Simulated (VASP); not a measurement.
## TaN: relaxation of cell and atoms with PBE

TaN:

```
CELL_PARAMETERS angstrom
2.95203 0.00000 0.00000
-1.47602 2.55654 0.00000
0.00000 0.00000 2.90014
ATOMIC_POSITIONS crystal
Ta 0.00000 0.00000 0.50000
N 0.66667 0.33333 0.00000
```

- Program: VASP 6.6.1
- Task: relaxation of cell and atoms
- Functional: PBE
- Potentials or basis: VASP PAW PBE potentials, release 64 (Ta_pv, N)
- Cutoff: 520 eV
- k mesh: 10 × 10 × 9
- Occupations: gaussian, width 0.1 eV
- Spin: no spin polarisation
- Further INCAR settings: ALGO = Normal; EDIFF = 1e-07; IBRION = 2; POTIM = 0.3; EDIFFG = -0.005; NSW = 60; ISIF = 3

| Item | Value |
| --- | --- |
| Relaxed volume | 10.94 Å³/atom |
| Relaxed cell | a = 2.952 Å, b = 2.952 Å, c = 2.900 Å, α = 90.00°, β = 90.00°, γ = 120.00° |
| Space group after relaxing (to 0.05 Å) | P-6m2 (No. 187) |
| Energy gained by relaxing | 0.0 meV/atom |
| Ionic steps | 3 |
| Pressure after relaxing | 0.0 GPa |
| Band gap on the k mesh | none (metal or under the smearing width) |

Final structure:
```
Ta N
1.0
     2.95200    0.00000    0.00000
    -1.47600    2.55650    0.00000
     0.00000    0.00000    2.89967
Ta N
1 1
Cartesian
  0.0000 0.0000 1.4498
  1.4760 0.8522 2.8997
```

Levels at points of the mesh, in eV from the Fermi level:
```tsv
k point	band 6	band 7	band 8	band 9	band 10	band 11
(0.00, 0.00, 0.00)	-4.57	-4.22	-2.99	2.03	3.43	3.43
(0.50, 0.00, 0.00)	-5.20	-3.49	-3.23	2.87	3.86	5.05
```

Wall time 10 s on 1 thread of Intel(R) Xeon(R) 6975P-C (Granite Rapids), on a shared host, peak memory 0.15 GiB.

Spin-orbit coupling is left out, which matters for the levels of Ta.
